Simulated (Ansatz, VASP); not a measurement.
**Zn: VASP beside Ansatz**

```
CELL_PARAMETERS angstrom
-1.54085 1.54085 1.54085
1.54085 -1.54085 1.54085
1.54085 1.54085 -1.54085
ATOMIC_POSITIONS crystal
Zn 0.00000 0.00000 0.00000
```

Change from the starting cell: volume scaled by 0.95, LAPW.

Alike in both runs: task single point; functional PBE; k mesh 19 × 19 × 19; occupations fermi-dirac, width 0.1 eV; no spin polarisation.

```csv
,VASP,Ansatz
version,VASP 6.6.1,Ansatz 0.2.0
potentials or method,"VASP PAW PBE potentials, release 64 (Zn), cutoff 520 eV","all-electron LAPW, scalar-relativistic"
```

VASP gave:

- pressure (GPa): 4.2

Problem. Estimate Ansatz's values.

Solution. Pressure (GPa): 3.8.

Ansatz ran all-electron here, so the differences hold the error of VASP's frozen core and of both bases.
